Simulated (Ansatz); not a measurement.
# TiC: an energy map of one atom

Aim: for TiC, map the energy of atom 2 (C) over a plane.

Computed with Ansatz 0.2.0 (DFT PBE, scalar-relativistic, plane waves, PAW, unless a step's input says otherwise).

## (1) The system as given

Symmetry: Fm-3m, No. 225, cubic system. The conventional cell has a = 4.328 Å, b = 4.328 Å, c = 4.328 Å, α = 90.00°, β = 90.00°, γ = 90.00°. Around Ti (site symmetry m-3m) lie 6 C at 2.16 Å. Around C (site symmetry m-3m) lie 6 Ti at 2.16 Å.

As a file:

```cif
data_structure
_symmetry_space_group_name_H-M 'Fm-3m'
_symmetry_Int_Tables_number 225
_cell_length_a 4.3280
_cell_length_b 4.3280
_cell_length_c 4.3280
_cell_angle_alpha 90.000
_cell_angle_beta 90.000
_cell_angle_gamma 90.000
_cell_volume 81.07
loop_
_atom_site_label
_atom_site_type_symbol
_atom_site_symmetry_multiplicity
_atom_site_Wyckoff_symbol
_atom_site_fract_x
_atom_site_fract_y
_atom_site_fract_z
_atom_site_occupancy
Ti1 Ti 4 a 0.00000 0.00000 0.00000 1
C1 C 4 b 0.50000 0.00000 0.00000 1
```

The cell is taken as given, not relaxed at this level.

## (2) Zero of energy

The reference gives a free energy of -2752.2735 eV, pressure 0.88 GPa, largest force 0.000 eV/Å and gap on the mesh none (metal). It was computed beforehand with the settings of the runs below.

## (3) Next: an energy map of one atom

Atom 2 (C) is moved by p along (1.000, 0.000, 0.000) and q along (0.000, 1.000, 0.000) (Å), all else fixed; its images in the other cells move with it. Points alike by symmetry are run once.

## (4) p = -0.300, q = -0.300

File input.yaml:

```yaml
crystal:
  lattice:
    - [0.0, 2.164, 2.164]
    - [2.164, 0.0, 2.164]
    - [2.164, 2.164, 0.0]
  atoms:
    - { symbol: Ti, position: [0.0, 0.0, 0.0] }
    - { symbol: C, position: [0.5, 0.5, 0.3613678373] }
basis:
  ecutwfc: 420
kpoints:
  mp_grid: { grid: [18, 18, 18] }
hamiltonian:
  xc: pbe
scf:
  occupations: { method: gaussian, width: 0.15 }
output:
  forces: true
  stress: true
  eigenvalues: true
```

Launch:

```
$ ansatz run input.yaml --threads 1 --pin off --max-ram 2560MiB --backend cpu --events-out ev --progress --plain --runs-dir out
```

## (5) At p = -0.300, q = 0.000

Edit input.yaml of step 4 so:

```diff
@@ -7,3 +7,3 @@
     - { symbol: Ti, position: [0.0, 0.0, 0.0] }
-    - { symbol: C, position: [0.5, 0.5, 0.3613678373] }
+    - { symbol: C, position: [0.5693160813, 0.4306839187, 0.4306839187] }
 basis:
@@ -20 +20,5 @@
   eigenvalues: true
+  write_density: true
+  write_potential: true
+  elf: true
+  volumetric_format: npy
```

## (6) At p = -0.300, q = -0.150

File input.yaml:

```yaml
crystal:
  lattice:
    - [0.0, 2.164, 2.164]
    - [2.164, 0.0, 2.164]
    - [2.164, 2.164, 0.0]
  atoms:
    - { symbol: Ti, position: [0.0, 0.0, 0.0] }
    - { symbol: C, position: [0.5346580407, 0.4653419593, 0.396025878] }
basis:
  ecutwfc: 420
kpoints:
  mp_grid: { grid: [18, 18, 18] }
hamiltonian:
  xc: pbe
scf:
  occupations: { method: gaussian, width: 0.15 }
output:
  forces: true
  stress: true
  eigenvalues: true
```

## (7) Point p = -0.150, q = 0.000

Edit input.yaml of step 6 so:

```diff
@@ -7,3 +7,3 @@
     - { symbol: Ti, position: [0.0, 0.0, 0.0] }
-    - { symbol: C, position: [0.5346580407, 0.4653419593, 0.396025878] }
+    - { symbol: C, position: [0.5346580407, 0.4653419593, 0.4653419593] }
 basis:
```

## (8) Point p = -0.150, q = -0.150

Edit input.yaml of step 7 so:

```diff
@@ -7,3 +7,3 @@
     - { symbol: Ti, position: [0.0, 0.0, 0.0] }
-    - { symbol: C, position: [0.5346580407, 0.4653419593, 0.4653419593] }
+    - { symbol: C, position: [0.5, 0.5, 0.4306839187] }
 basis:
```

(Steps that only read results are left out.)

Q: Predict the outcome of this session. Wanted: highest point; lowest point away from the origin.

**Answer**, as computed:

```
                         quantity                                       value
                    highest point  0.818 eV/cell at (p, q) = (-0.300, -0.300)
lowest point away from the origin            0.103 eV/cell at (-0.150, 0.000)
```

**Reading.** No computed point lies below the origin. Read as harmonic, the points at ±0.150 Å give force constants of 9.18 eV/Å² along p and 9.18 eV/Å² along q, so the site is nearly isotropic in this plane. The gap on the mesh runs from 0.00 to 0.49 eV over the map.

These are semilocal Kohn-Sham gaps, which aren't the measured quantity. Such gaps usually fall short of the measured ones.
